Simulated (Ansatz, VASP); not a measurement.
**MgO: VASP beside Ansatz**

File POSCAR:

```
MgO
1.0
    3.1287387168      0.0000000000      0.0000000000
   -1.5643693584      2.8476796748      0.0000000000
    0.0000000000      0.0000000000      5.0343661375
Mg O
2 2
Direct
    0.3363361289      0.6726722578     -0.0068360071
    0.6636638711      0.3273277422      0.4931639929
    0.3376545738      0.6753091476      0.3818360071
    0.6623454262      0.3246908524      0.8818360071
```

INCAR.step1

```
PREC = Accurate
ENCUT = 520
EDIFF = 1E-5
ISMEAR = 0
SIGMA = 0.01
LREAL = False
LASPH = True
NELM = 100
ALGO = Normal
ISIF = 2
LWAVE = True
GGA = PE
NBANDS = 16
```

The input INCAR.step2:

```
PREC = Accurate
ENCUT = 520
EDIFF = 1E-6
ISMEAR = 0
SIGMA = 0.01
LREAL = False
LASPH = True
NELM = 100
ALGO = Normal
ISIF = 2
LWAVE = False
LCHARG = True
GGA = PE
LHFCALC = True
HFSCREEN = 0.2079
PRECFOCK = Normal
LELF = True
LVHAR = True
ISTART = 1
NBANDS = 16
```

Contents of KPOINTS:

```
Automatic mesh
0
Gamma
  6 6 4
```

Input for Ansatz:

```yaml
crystal:
  lattice:
    - [3.1287387168, 0.0, 0.0]
    - [-1.5643693584, 2.8476796748, 0.0]
    - [0.0, 0.0, 5.0343661375]
  atoms:
    - { symbol: Mg, position: [0.3363361289, 0.6726722578, -0.0068360071] }
    - { symbol: Mg, position: [0.6636638711, 0.3273277422, 0.4931639929] }
    - { symbol: O, position: [0.3376545738, 0.6753091476, 0.3818360071] }
    - { symbol: O, position: [0.6623454262, 0.3246908524, 0.8818360071] }
kpoints:
  mp_grid: { grid: [6, 6, 4] }
  band_path:
    path:
      - [0.0, 0.0, 0.0]
      - [0.5, 0.0, 0.0]
      - [0.3333333333, 0.3333333333, 0.0]
      - [0.0, 0.0, 0.5]
      - [0.5, 0.0, 0.5]
      - [0.3333333333, 0.3333333333, 0.5]
    npoints: 1
hamiltonian:
  xc: hse06
scf:
  occupations: { method: fixed }
  n_extra_bands: 5
output:
  forces: true
  stress: true
  eigenvalues: true
```

Change from the starting cell: uniaxial_x strain -4.8%.

Alike in both runs: task single point; functional HSE06; k mesh 6 × 6 × 4; no spin polarisation.

```csv
,VASP,Ansatz
version,VASP 6.6.1,Ansatz 0.2.0
potentials or method,"VASP PAW PBE potentials, release 64 (Mg, O)","plane waves, PAW"
plane-wave cutoff (eV),520,420
occupations,"gaussian, width 0.01 eV",fixed
valence electrons in the cell,16,32
```

Ansatz gave:

```
gap on the k mesh at the Fermi level (eV)       : 5.55
pressure (GPa)                                  : 7.3
largest component of the traceless stress (GPa) : 3.66
```

What did VASP give for the same quantities?

gap on the k mesh at the Fermi level (eV): 5.52; pressure (GPa): 7.3; largest component of the traceless stress (GPa): 3.68.

The two sets of potentials don't hold the same shells in valence. Ansatz warned: «stress_exchange_threshold_loose».

Caveats: the PAW data sets were made with another functional, which shifts forces and pressure a little (VASP).
